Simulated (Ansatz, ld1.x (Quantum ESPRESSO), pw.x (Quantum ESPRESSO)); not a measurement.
**What a changed setting does to a pw.x run (fcc Hf)**

Potential: norm-conserving RRKJ (Kleinman–Bylander form), ld1.x (Quantum ESPRESSO) 7.5, PBE; core [Xe] 4f14, reference 5d2 6s2 6p0; waves: 6p (bound, empty): rc 3.35 bohr; 5d (bound): rc 2.75 bohr; 5f channel at 0.2 Ry: rc 3.60 bohr; 6s (bound): rc 2.15 bohr; local part: the s channel; core correction: a·sin(br)/r model core inside 1.35 bohr; rho0 0.01.

The reference run (k-mesh 13³, cutoffs 50/200 Ry, Fermi–Dirac 0.01 Ry, mixing_beta 0.4, conv_thr 1e-9, no spin) gives -1.58 GPa at 22.681 Å³/atom, where all-electron LAPW gives -0.23 GPa. This run, with its own iteration cap, changes mixing_mode to local-TF.

```
&control
  calculation='scf', prefix='x', pseudo_dir='./', outdir='./tmp', tstress=.true., disk_io='none'
/
&system
  ibrav=0, nat=1, ntyp=1, ecutwfc=50, ecutrho=200, nbnd=9,
  occupations='smearing', smearing='fd', degauss=0.01
/
&electrons
  conv_thr=1e-09, mixing_beta=0.4, electron_maxstep=50, mixing_mode='local-TF'
/
ATOMIC_SPECIES
Hf 1.0 Hf.UPF
CELL_PARAMETERS angstrom
  0.00000000 2.24669474 2.24669474
  2.24669474 0.00000000 2.24669474
  2.24669474 2.24669474 0.00000000
ATOMIC_POSITIONS crystal
Hf 0.0000 0.0000 0.0000
K_POINTS automatic
13 13 13 0 0 0
```

```bash
pw.x < Hf.scf.in > Hf.scf.out
```

Task: How does the run end?

Result: It converges in 7 iterations; the free energy moves by +0.0 meV/atom and the pressure by +0.00 GPa. The result is that of the reference run.

```
Message from routine setup:
     using ibrav=0 with symmetry is DISCOURAGED, use correct ibrav instead
     lattice parameter (alat)  =       6.0042  a.u.
     unit-cell volume          =     153.0590 (a.u.)^3
     number of electrons       =         4.00
     number of Kohn-Sham states=            9
     kinetic-energy cutoff     =      50.0000  Ry
     charge density cutoff     =     200.0000  Ry
     scf convergence threshold =      1.0E-09
     Exchange-correlation= PBE
     number of k points=    84  Fermi-Dirac smearing, width (Ry)=  0.0100
     iteration #  1     ecut=    50.00 Ry     beta= 0.40
     total energy              =     -23.69795758 Ry
     estimated scf accuracy    <       0.01987832 Ry
     iteration #  2     ecut=    50.00 Ry     beta= 0.40
     total energy              =     -23.69257623 Ry
     estimated scf accuracy    <       0.00966472 Ry
     iteration #  3     ecut=    50.00 Ry     beta= 0.40
     total energy              =     -23.69385660 Ry
     estimated scf accuracy    <       0.00004192 Ry
     iteration #  4     ecut=    50.00 Ry     beta= 0.40
     c_bands:  1 eigenvalues not converged
     c_bands:  2 eigenvalues not converged
     total energy              =     -23.69388561 Ry
     estimated scf accuracy    <       0.00002702 Ry
     iteration #  5     ecut=    50.00 Ry     beta= 0.40
     total energy              =     -23.69388872 Ry
     estimated scf accuracy    <       0.00000016 Ry
     iteration #  6     ecut=    50.00 Ry     beta= 0.40
     total energy              =     -23.69388887 Ry
     estimated scf accuracy    <       0.00000008 Ry
     iteration #  7     ecut=    50.00 Ry     beta= 0.40
     the Fermi energy is     8.6273 ev
!    total energy              =     -23.69388888 Ry
     estimated scf accuracy    <          8.7E-10 Ry
     smearing contrib. (-TS)   =      -0.00664572 Ry
     The total energy is F=E-TS. E is the sum of the following terms:
     one-electron contribution =       5.41027285 Ry
     hartree contribution      =       0.00815820 Ry
     xc contribution           =     -20.46647815 Ry
     ewald contribution        =      -8.63919605 Ry
     convergence has been achieved in   7 iterations
          total   stress  (Ry/bohr**3)                   (kbar)     P=      -15.77
     Message from routine punch:
     Nothing written, as per user request (disk_io='none')
```

The run took about 9.6 s on one core of a shared host (Neoverse-V1, 32 threads, 247 GiB, load 45).
